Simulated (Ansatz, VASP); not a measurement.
## CaSe in VASP and in Ansatz

```
Ca Se
1.0
     0.00000    3.02689    2.94745
     3.02689    0.00000    2.94745
     3.02689    3.02689    0.00000
Ca Se
1 1
Cartesian
  0.0000 0.0000 0.0000
  3.0269 3.0269 2.9474
```

Change from the starting cell: epitaxial_xy strain +2.0%.

Alike in both runs: task single point; functional PBE; k mesh 8 × 8 × 8; occupations fermi-dirac, width 0.02 eV; no spin polarisation.

|  | VASP | Ansatz |
| --- | --- | --- |
| version | VASP 6.6.1 | Ansatz 0.2.0 |
| potentials or method | VASP PAW PBE potentials, release 64 (Ca_sv, Se) | plane waves, PAW |
| plane-wave cutoff (eV) | 520 | 420 |
| valence electrons in the cell | 16 | 26 |

Ansatz gave:

- gap on the k mesh at the Fermi level (eV): 2.12
- pressure (GPa): -0.9
- largest component of the traceless stress (GPa): 1.42

Problem. Estimate VASP's values.

Solution. gap on the k mesh at the Fermi level (eV): 2.11; pressure (GPa): -0.7; largest component of the traceless stress (GPa): 1.45.

The functional is the same, so the differences come from potentials, cutoffs and numerics. The two sets of potentials don't hold the same shells in valence.

A k mesh can miss the band edges.
